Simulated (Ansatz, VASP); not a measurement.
**CuO: VASP beside Ansatz**

The input INCAR:

```
SYSTEM = CuO
PREC     = Accurate       ! precision mode
ENCUT    = 520            ! plane-wave cutoff, eV
EDIFF    = 1E-8           ! SCF threshold, eV
ISMEAR   = -1             ! smearing method
SIGMA    = 0.05           ! smearing width, eV
LREAL    = .FALSE.        ! projectors in reciprocal space
LASPH    = .TRUE.         ! aspherical terms in the spheres
NELM     = 100            ! most SCF steps
ALGO     = Normal         ! electronic algorithm
ISIF     = 2              ! what is computed and relaxed
LWAVE    = .FALSE.        ! write WAVECAR
LCHARG   = .FALSE.        ! write CHGCAR
GGA      = PE             ! functional
LEFG     = .TRUE.       
NBANDS   = 16             ! bands
```

The input KPOINTS:

```
regular mesh
0
G
  11 11 10
  0 0 0
```

The input POSCAR:

```
CuO
1.0
    2.8363251100      0.0000000000      0.0000000000
   -1.4181625500      2.4563296000      0.0000000000
    0.0000000000      0.0000000000      2.7681127800
Cu O
1 1
Direct
    0.0000000000      0.0000000000      0.0000000000
    0.6666666667      0.3333333333      0.5000000000
```

File input.yaml:

```yaml
crystal:
  lattice:
    - [2.83632511, 0.0, 0.0]
    - [-1.41816255, 2.4563296, 0.0]
    - [0.0, 0.0, 2.76811278]
  atoms:
    - { symbol: Cu, position: [0.0, 0.0, 0.0] }
    - { symbol: O, position: [0.6666666667, 0.3333333333, 0.5] }
kpoints:
  mp_grid: { grid: [11, 11, 10] }
scf:
  occupations: { method: fermi_dirac, width: 0.05 }
hamiltonian:
  xc: pbe
  pseudopotentials: { kind: all_electron, datasets: crystal }
output:
  forces: true
  stress: true
  eigenvalues: true
  efg: {}
  elf: true
  volumetric_format: npy
```

Measurements of this composition are mostly on another form, of space group No. 15.

Alike in both runs: task electric field gradients; functional PBE; k mesh 11 × 11 × 10; occupations fermi-dirac, width 0.05 eV; no spin polarisation.

|  | VASP | Ansatz |
| --- | --- | --- |
| version | VASP 6.6.1 | Ansatz 0.2.0 |
| potentials or method | VASP PAW PBE potentials, release 64 (Cu, O) | all-electron PAW datasets made for the crystal |
| plane-wave cutoff (eV) | 520 | see its input |

```tsv
	VASP	Ansatz	Ansatz less VASP
gap on the k mesh at the Fermi level (eV)	none	none	-
pressure (GPa)	-0.2	-0.5	-0.31
largest component of the traceless stress (GPa)	6.87	6.89	+0.021
Vzz of the field gradient on the site that differs most (V/Å²)	52.7	47.9	-4.85
```

A gap of «none» marks a metal or a gap that the smearing closes. Ansatz ran all-electron here, so the differences hold the error of VASP's frozen core and of both bases.

Caveats: an odd number of electrons without spin polarisation forces a metal; a magnetic or distorted state may lie lower; the run has no spin polarisation, though such a crystal can be magnetic; semilocal functionals often make such compounds metallic where correlation or magnetic order opens a gap, which also shifts bond lengths.
